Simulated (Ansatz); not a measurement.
# 1T-PbSTe monolayer in a perpendicular field, part 3 of 3

Wanted: the out-of-plane response of the 1T-PbSTe monolayer. A positive field points along +c.

Ansatz 0.2.0; plane-wave DFT, PBE-D3(BJ), Ansatz PAW (the session's first sound run).

So far. Step 7 (Atoms held, field -0.3 V/Å): The dipole is -0.182 e·Å, -0.130 e·Å from its value without field. Step 8 (Response, atoms held): The induced dipole is that of a conductor 6.35 Å thick.

### 9. With spin-orbit coupling, k-mesh 12×12×1

This step: plane-wave DFT, PBE, fully relativistic PAW with spin-orbit coupling (Ansatz 0.2.0).

Heavy atoms split their bands by spin-orbit coupling, so this run uses fully relativistic files and two-component states.

input.yaml reads:

```yaml
crystal:
  lattice:
    - [3.7706306735, 0.0, 0.0]
    - [-1.8853153367, 3.2654619515, 0.0]
    - [0.0, 0.0, 22.0478884604]
  atoms:
    - { symbol: Te, position: [0.6666666667, 0.3333333333, 0.4082023553] }
    - { symbol: Pb, position: [0.0, 0.0, 0.5216021594] }
    - { symbol: S, position: [0.3333333333, 0.6666666667, 0.5917976447] }
kpoints:
  mp_grid: { grid: [12, 12, 1] }
  band_path: { path: [[0, 0, 0], [0.12, 0, 0]], npoints: 24 }
hamiltonian:
  xc: pbe
  pseudopotentials: { kind: paw_fr }
magnetization:
  noncollinear: true
  spin_orbit: true
scf:
  occupations: { method: fermi_dirac, width: 0.02585 }
  convergence: { dr2_threshold: 1.0e-09 }
efield:
  axis: 3
  dipole_correction: true
  ramp_position: 0.97
  ramp_width: 0.06
  amplitude: 0
output:
  write_potential: true
  write_density: true
  volumetric_format: npy
```

Command:

```console
ansatz run input.yaml --threads 2 --pin off --max-ram 3072MiB --backend cpu --events-out ev --progress --plain --runs-dir out
```

Numbers of over 12 decimals in the logs are rounded to 6 here.

Output:

```text
[...]
non-collinear run that drives no moment, with spin-orbit: no starting moment large enough to seed its density (crystal.atoms[].spin), no starting occupations that ask for one, no magnetisation constraint and no magnetic field, so the semilocal B_xc is pinned to zero
Crystal: 3 atoms, lattice volume = 271.472 Å³
Basis set: ecut = 420 eV, 5341 PW (Γ)
Bands: 44, of which v1, the nominal top of the filled ones, is band 36 counted from 1 (35 counted from 0)
Symmetry: 6 space group operations + 6 with time reversal
[...]
k-points: 19 of 144 (time reversal used)
Projection manifold: j_resolved (fully-relativistic pseudo-atomic orbitals)
[...]
SCF iter   1: F=—  HF=-19829.978528 eV  |F-HF|=—  |Δ(HF+E_count)|=         —  Δρ=1.78e-2  dr2=5.04e0  dr2_m=0.00e0 (ungated)  ethr=3.10e-3  |M|=0.00e0 ∫|m|=0.00e0 μB  |m|>n=0.0e0 m-floor=0.0e0 τ_xc=0.0e0  β_m=1.00  p=-0.000 e·Å  D=-1.30e-7 V/Å  ΔV_dip=0.00 eV  dr2_dipole=1.10e0  V_vac-E_F(+/−)=5.72/5.72 eV  ⟨swp⟩=12.5  Hψ=5246  notcnv=0
[...]
spin=Noncollinear: LDOS preconditioning applied to the charge; magnetization (m_x, m_y, m_z) channels mix plain (no charge-response kernel on spin).
SCF iter   2: F=—  HF=-19829.575673 eV  |F-HF|=—  |Δ(HF+E_count)|=   4.03e-1  Δρ=7.38e-3  dr2=1.07e0  dr2_m=0.00e0 (ungated)  ethr=3.10e-3  |M|=0.00e0 ∫|m|=0.00e0 μB  |m|>n=0.0e0 m-floor=0.0e0 τ_xc=0.0e0  β_m=1.00  p=-0.008 e·Å  D=-5.52e-3 V/Å  ΔV_dip=0.12 eV  dr2_dipole=2.91e-1  V_vac-E_F(+/−)=5.63/5.51 eV  ⟨swp⟩=2.8  Hψ=1273  notcnv=0  defer=52
[...]
SCF iter  11: F=-19829.495465 eV  HF=-19829.495465 eV  |F-HF|=6.55e-11  |Δ(HF+E_count)|=   4.26e-9  Δρ=1.86e-7  dr2=1.37e-10  dr2_m=0.00e0 (ungated)  ethr=2.78e-12  |M|=0.00e0 ∫|m|=0.00e0 μB  |m|>n=0.0e0 m-floor=0.0e0 τ_xc=0.0e0  p=-0.053 e·Å  D=-3.55e-2 V/Å  ΔV_dip=0.78 eV  dr2_dipole=7.67e-12  V_vac-E_F(+/−)=5.89/5.10 eV  ⟨swp⟩=13.1  Hψ=3071  notcnv=0
SCF 1 converged in 11 iterations: F = -19829.495465 eV  dr2 = 1.37e-10
[...]
SCF converged after 11 iterations
Magnetization: |M| = 0.0000 μB,  M = (+0.0000, +0.0000, +0.0000) μB
Absolute magnetization: 0.0000 μB (∫|m|)
  site 0: m = (+0.0000, +0.0000, +0.0000) μB, |m| = 0.0000 μB  (R = 1.37 Å)
  site 1: m = (+0.0000, +0.0000, +0.0000) μB, |m| = 0.0000 μB  (R = 1.10 Å)
  site 2: m = (+0.0000, +0.0000, +0.0000) μB, |m| = 0.0000 μB  (R = 1.10 Å)
Free energy (F): -19829.495465 eV
[...]
Internal energy: -19829.487239 eV  (E = F + TS)
E sigma→0 (E₀):  -19829.491352 eV
Entropy (-TS):   -0.008226 eV (-2.742 meV/atom)
Fermi energy:    -1.238139 eV
Dipole field:    D = -0.035549 V/Å  (p = -0.053332 e·Å, saw-weighted, corrected)
Work function:   Φ+ = 5.8870 eV   Φ− = 5.1032 eV
[...]
--- Band table (eV; the first three rows and the last of 19) ---
  k-point 0: bands = [... 32 lower, -1.2175, -1.2175, -0.2615, -0.2615, 0.4197, 0.4197, 1.6505, 1.6505, ... 4 higher]
  k-point 1: bands = [... 32 lower, -1.2412, -0.9942, -0.6591, -0.4167, 0.1183, 0.1376, 1.8217, 1.8484, ... 4 higher]
  k-point 2: bands = [... 32 lower, -1.9624, -1.6855, -0.8973, -0.5393, -0.2826, -0.1982, 1.7607, 1.8690, ... 4 higher]
  k-point 18: bands = [... 32 lower, -3.3212, -3.1202, -2.4071, -2.2291, -1.8188, -1.7574, 1.4997, 1.7405, ... 4 higher]
```

Run time: 22 s. Hardware: 2 threads of AMD EPYC 9R45, shared host; peak memory 1.3 GiB; 44 s of CPU time.

Numbers from this step:

- energy at zero smearing: -19829.4914 eV
- work function, upper face: 5.887 eV
- work function, lower face: 5.103 eV
- dipole along the normal: -0.05333 e·Å
- step between the vacuum levels: 0.7838 eV

Electronic bands along the path, in eV, zero at the Fermi level:

```tsv
point	band 29	band 30	band 31	band 32	band 33	band 34	band 35	band 36
Γ	-1.02	-1.02	-0.86	-0.86	0.02	0.02	0.98	0.98
halfway	-1.24	-1.20	-0.96	-0.95	0.04	0.18	0.76	0.89
end	-1.70	-1.69	-1.10	-1.08	-0.23	0.12	0.37	0.75
```

The work function of the upper face is 5.89 eV.

### 10. Spin splitting near the zone centre, field 0

This step: plane-wave DFT, PBE, fully relativistic PAW with spin-orbit coupling; spin splitting near the zone centre (Ansatz 0.2.0).

Levels that meet at the zone centre are followed outwards; a split that grows in proportion to k gives the Rashba parameter as ΔE/2k.

Numbers from this step:

```
largest split over 2k that stays linear in k : 0.4539 eV Å
```

Groups of levels that meet at the zone centre and whose split, tested at two k, grows in proportion to k or stays under 1 meV; groups that fail this test are left out. Spin splitting, by row:

```tsv
level at the first point (eV from the Fermi level)	states	split at k = 0.029 1/A (eV)	split over 2k (eV Å)
-2.449	2	0.0051	0.08835
-1.018	2	0.0113	0.1958
0.0207	2	0.0262	0.4539
0.9767	2	0.0179	0.3101
1.658	2	1.00e-4	0
```

### 11. With spin-orbit coupling, k-mesh 12×12×1, field 0.1 V/Å

This step: plane-wave DFT, PBE, fully relativistic PAW with spin-orbit coupling (Ansatz 0.2.0).

The same in a field along the normal.

input.yaml, as its differences from that of step 9:

```diff
@@ -26,3 +26,3 @@
   ramp_width: 0.06
-  amplitude: 0
+  amplitude: 0.1
 output:
```

Output:

```text
[...]
Crystal: 3 atoms, lattice volume = 271.472 Å³
Basis set: ecut = 420 eV, 5341 PW (Γ)
Bands: 44, of which v1, the nominal top of the filled ones, is band 36 counted from 1 (35 counted from 0)
Symmetry: 6 space group operations + 6 with time reversal
[...]
k-points: 19 of 144 (time reversal used)
[...]
k-point 1: bands = [... 32 lower, -1.2566, -1.0088, -0.6791, -0.4351, 0.0992, 0.1188, 1.8049, 1.8215, ... 4 higher]
  k-point 2: bands = [... 32 lower, -1.9800, -1.7069, -0.9124, -0.5562, -0.3018, -0.2172, 1.7391, 1.8557, ... 4 higher]
  k-point 18: bands = [... 32 lower, -3.3320, -3.1353, -2.4261, -2.2508, -1.8348, -1.7727, 1.4848, 1.7274, ... 4 higher]
[key lines of the parts left out:]
SCF converged after 11 iterations
Magnetization: |M| = 0.0000 μB,  M = (+0.0000, +0.0000, +0.0000) μB
Free energy (F): -19829.492298 eV
Fermi energy:    -1.254954 eV
Dipole field:    D = -0.006667 V/Å  (p = -0.010001 e·Å, saw-weighted, corrected)
```

It took 22 s on 2 threads; peak memory 1.3 GiB; 43 s of CPU time.

This step gave:

```
energy at zero smearing : -19829.4882 eV
dipole along the normal : -0.01000 e·Å
```

The dipole is -0.0100 e·Å.

### 12. Spin splitting near the zone centre, field 0.1 V/Å

This step: plane-wave DFT, PBE, fully relativistic PAW with spin-orbit coupling; spin splitting near the zone centre (Ansatz 0.2.0).

Numbers from this step:

```
largest split over 2k that stays linear in k : 0.4608 eV Å
```

### 13. The same run with other settings: basis.xc_grid = 2

This step: plane-wave DFT, PBE-D3(BJ), Ansatz PAW (Ansatz 0.2.0).

A run with a changed input: it repeats the earlier run at 0.1 V/Å with basis.xc_grid to 2.

input.yaml, the sections that differ from step 11:

```yaml
kpoints:
  mp_grid: { grid: [18, 18, 1] }
  band_path:
    path: [[0, 0, 0], [0.5, 0, 0], [0.33333333, 0.33333333, 0], [0, 0, 0]]
    npoints: 16
hamiltonian:
  xc: pbe
  dispersion: d3bj
scf:
  occupations: { method: fermi_dirac, width: 0.02585 }
  convergence: { dr2_threshold: 1.0e-10 }
basis:
  xc_grid: 2
# crystal, efield, output: as in step 11
# magnetization: removed
```

Output:

```text
[...]
Crystal: 3 atoms, lattice volume = 271.472 Å³
Basis set: ecut = 420 eV, 5341 PW (Γ), exchange–correlation on 54×54×300 points (8 copies of the dense FFT grid, shifted against one another)
Bands: 22, of which v1, the nominal top of the filled ones, is band 18 counted from 1 (17 counted from 0)
Symmetry: 6 space group operations
[...]
k-points: 37 of 324 (time reversal used)
[...]
SCF iter   1: F=—  HF=-19789.490041 eV  |F-HF|=—  |Δ(HF+E_count)|=         —  Δρ=1.82e-2  dr2=5.00e0  ethr=3.10e-3  p=0.043 e·Å  D=2.86e-2 V/Å  ΔV_dip=-0.63 eV  dr2_dipole=1.04e0  V_vac-E_F(+/−)=6.40/5.03 eV  ⟨swp⟩=9.7  Hψ=5265  notcnv=0
[...]
SCF iter  11: F=-19788.976090 eV  HF=-19788.976090 eV  |F-HF|=6.15e-10  |Δ(HF+E_count)|=   2.38e-9  Δρ=1.46e-7  dr2=7.27e-11  ethr=1.00e-12  p=-0.009 e·Å  D=-5.95e-3 V/Å  ΔV_dip=0.13 eV  dr2_dipole=1.93e-12  V_vac-E_F(+/−)=6.62/4.49 eV  ⟨swp⟩=3.8  Hψ=3209  notcnv=0
SCF 1 converged in 11 iterations: F = -19788.976090 eV  dr2 = 7.27e-11
[...]
SCF converged after 11 iterations
Free energy (F): -19788.976090 eV
[...]
Internal energy: -19788.970181 eV  (E = F + TS)
E sigma→0 (E₀):  -19788.973136 eV
Entropy (-TS):   -0.005909 eV (-1.970 meV/atom)
Fermi energy:    -1.307721 eV
Dipole field:    D = -0.005944 V/Å  (p = -0.008918 e·Å, saw-weighted, corrected)
Work function:   not extracted (applied field tilts the vacuum); planar V_es + V_field profile in the machine report
[...]
--- Band table (eV; the first three rows and the last of 37) ---
  k-point 0: bands = [... 14 lower, -2.1747, -2.1747, -1.1992, 0.0024, 0.0024, 2.0874, 3.3735, 3.7264]
  k-point 1: bands = [... 14 lower, -2.4031, -2.2118, -1.1066, -0.2361, -0.0511, 2.2301, 3.3386, 3.5626]
  k-point 2: bands = [... 14 lower, -2.8601, -2.3164, -1.2020, -0.6036, -0.1958, 2.4631, 3.0150, 3.5989]
  k-point 36: bands = [... 14 lower, -4.4911, -4.4127, -3.2463, -2.3341, -1.8851, 1.8564, 2.0890, 3.6737]
```

Run time: 6.8 s. Hardware: 2 threads; peak memory 0.67 GiB.

This step gave:

- energy at zero smearing: -19788.9731 eV
- dipole along the normal: -0.008918 e·Å

The electronic bands at the labelled points (eV, zero at the Fermi level):

```tsv
point	band 15	band 16	band 17	band 18	band 19	band 20	band 21	band 22
Γ	-0.87	-0.87	0.11	1.31	1.31	3.40	4.68	5.03
halfway	-1.99	-1.47	-1.43	0.34	0.59	3.07	4.62	5.15
M	-2.89	-1.93	-1.78	-0.48	0.06	2.83	3.72	4.86
halfway	-3.07	-2.51	-1.69	-1.03	-0.22	3.06	3.84	4.51
K	-3.18	-3.10	-1.94	-1.03	-0.58	3.16	3.40	4.98
halfway	-2.35	-1.87	-1.44	-0.32	0.57	3.41	4.17	4.92
Γ	-0.87	-0.87	0.11	1.31	1.31	3.40	4.68	5.03
```

The electronic bands as a text plot (rows in eV, shown from -7.9 to 4.3 only):

```
    4.1 |    **       ****     *****               ***    ***
    3.6 |********         *****     **********************  *****
    3.1 |        ********************************
    2.6 |
    2.1 |
    1.5 |**                                                     *
    1.0 | *******                                        *******
    0.5 |    ***********                         ************
    0.0 |******     ****************         ****     *   *******
   -0.5 |      *        **********  *********      ***   *
   -1.0 |**********               *****************   *** *******
   -1.5 |   ***  ************  ******           ****** ***  *
   -2.0 |      ******   *********    *********** ***********
   -2.5 |**********  ***         ******     *****  *** **********
   -3.0 |          **   *************  *****    *******
   -3.5 |            ***             **************
   -4.1 |               **************
   -4.6 |
   -5.1 |
   -5.6 |
   -6.1 |
   -6.6 |
   -7.1 |************                               *************
   -7.6 |            *******************************
         Γ                   M           K                      Γ
```

```tsv
quantity	this run	earlier run	difference
dipole along the normal (e·Å)	-0.008918	-0.008915	-2.8e-6
```

The dipole moves by under 0.5 % or 5e-5 e·Å.

Of the bands kept, 3 cross the Fermi level on this path.

### 14. A changed input: efield.amplitude = 0.3

Another changed input: it repeats the earlier run at 0.1 V/Å with efield.amplitude from 0.1 to 0.3.

input.yaml, as its differences from that of step 13:

```diff
@@ -25,3 +25,3 @@
   ramp_width: 0.06
-  amplitude: 0.1
+  amplitude: 0.3
 output:
@@ -30,3 +30 @@
   volumetric_format: npy
-basis:
-  xc_grid: 2
```

Output:

```text
[...]
Crystal: 3 atoms, lattice volume = 271.472 Å³
Basis set: ecut = 420 eV, 5341 PW (Γ)
Bands: 22, of which v1, the nominal top of the filled ones, is band 18 counted from 1 (17 counted from 0)
Symmetry: 6 space group operations
[...]
k-points: 37 of 324 (time reversal used)
[...]
SCF iter   1: F=—  HF=-19789.497045 eV  |F-HF|=—  |Δ(HF+E_count)|=         —  Δρ=1.83e-2  dr2=5.05e0  ethr=3.10e-3  p=0.135 e·Å  D=9.02e-2 V/Å  ΔV_dip=-1.99 eV  dr2_dipole=1.07e0  V_vac-E_F(+/−)=7.75/3.72 eV  ⟨swp⟩=9.6  Hψ=5228  notcnv=0
[...]
SCF iter  11: F=-19788.982964 eV  HF=-19788.982964 eV  |F-HF|=3.27e-11  |Δ(HF+E_count)|=  2.73e-10  Δρ=1.60e-7  dr2=8.72e-11  ethr=1.00e-12  p=0.078 e·Å  D=5.18e-2 V/Å  ΔV_dip=-1.14 eV  dr2_dipole=9.32e-13  V_vac-E_F(+/−)=7.98/3.11 eV  ⟨swp⟩=3.7  Hψ=3449  notcnv=0
SCF 1 converged in 11 iterations: F = -19788.982964 eV  dr2 = 8.72e-11
[...]
SCF converged after 11 iterations
Free energy (F): -19788.982964 eV
[...]
Internal energy: -19788.976960 eV  (E = F + TS)
E sigma→0 (E₀):  -19788.979962 eV
Entropy (-TS):   -0.006004 eV (-2.001 meV/atom)
Fermi energy:    -1.344765 eV
Dipole field:    D = 0.051781 V/Å  (p = 0.077684 e·Å, saw-weighted, corrected)
Work function:   not extracted (applied field tilts the vacuum); planar V_es + V_field profile in the machine report
[...]
--- Band table (eV; the first three rows and the last of 37) ---
  k-point 0: bands = [... 14 lower, -2.1979, -2.1979, -1.2278, -0.0389, -0.0389, 1.9754, 2.7138, 3.6974]
  k-point 1: bands = [... 14 lower, -2.4242, -2.2351, -1.1385, -0.2766, -0.0924, 2.1045, 2.7686, 3.4243]
  k-point 2: bands = [... 14 lower, -2.8771, -2.3397, -1.2423, -0.6390, -0.2371, 2.3167, 2.8742, 3.0676]
  k-point 36: bands = [... 14 lower, -4.5260, -4.4427, -3.2748, -2.3802, -1.9174, 1.8233, 2.0566, 3.6328]
```

The job ended after 7.2 s (2 threads; peak memory 0.66 GiB).

This step gave:

```yaml
energy_at_zero_smearing: -19788.9800 eV
dipole_along_the_normal: 0.07768 e·Å
```

Electronic bands along the path, in eV, zero at the Fermi level:

```tsv
point	band 15	band 16	band 17	band 18	band 19	band 20	band 21	band 22
Γ	-0.85	-0.85	0.12	1.31	1.31	3.32	4.06	5.04
halfway	-1.98	-1.48	-1.42	0.34	0.58	3.07	4.62	4.80
M	-2.88	-1.91	-1.78	-0.48	0.06	2.84	3.72	4.87
halfway	-3.07	-2.50	-1.69	-1.04	-0.21	3.07	3.85	4.51
K	-3.18	-3.10	-1.93	-1.04	-0.57	3.17	3.40	4.98
halfway	-2.34	-1.86	-1.44	-0.32	0.57	3.39	4.18	4.91
Γ	-0.85	-0.85	0.12	1.31	1.31	3.32	4.06	5.04
```

The electronic bands as a text plot (rows in eV, shown from -7.9 to 4.4 only):

```
    4.1 |*******      ****      ****               ***   ********
    3.6 | *******         ******    ****************************
    3.1 |*       ********************************               *
    2.6 |
    2.1 |
    1.6 |*                                                      *
    1.0 | *******                                        *******
    0.5 |   **********                           ************
    0.0 |******     ****************         ****     *** *******
   -0.5 |      *        **********  *********      ***   *
   -1.0 |**********               *****************   *** *******
   -1.5 |   ***  ***********   ******           ****** ***  *
   -2.0 |      ******   *********    *********** ***********
   -2.5 |**********  ***         ******     *****  *** **********
   -3.0 |          **   *************  *****    *******
   -3.5 |            ***             **************
   -4.0 |               **************
   -4.6 |
   -5.1 |
   -5.6 |
   -6.1 |
   -6.6 |
   -7.1 |************                               *************
   -7.6 |            *******************************
         Γ                   M           K                      Γ
```

```tsv
quantity	this run	earlier run	difference
dipole along the normal (e·Å)	0.07768	-0.008915	0.087
```

The applied field differs, and the slope found earlier predicts a dipole of 0.0775 e·Å; this run gives 0.0777 e·Å, in line with it.

### 15. Results

* gap without field: none
* work function, upper face: 5.95 eV
* step between the vacuum levels: 0.766 eV
* equivalent conductor thickness, atoms held: 6.35 Å
* largest split over 2k that stays linear in k at 0 V/Å: 0.454 eV Å
* largest split over 2k that stays linear in k at 0.1 V/Å: 0.461 eV Å

**Reading.** The induced dipole equals that of a perfect conductor 6.35 Å thick, while the outer atoms lie 4.05 Å apart. The two faces differ: the vacuum level above lies 0.77 eV higher than the one below. There is no gap over 0.03 eV, with or without the field. The field series itself is without spin-orbit coupling.

[Logs are printed without paths, hosts, clocks, repeated set-up lines and the standing remarks that a program may print on its own settings, such as how far it seeks lower states.]

[Hosts, paths, dates, database ids (printed as entryN), source tags and the programs' standing remarks are cut or masked in the printed files.]

[Maps of the electrostatic potential energy from Ansatz leave out the sawtooth potential of an applied field or a dipole correction, so their vacuum need not be flat; planar profiles and work functions include it.]
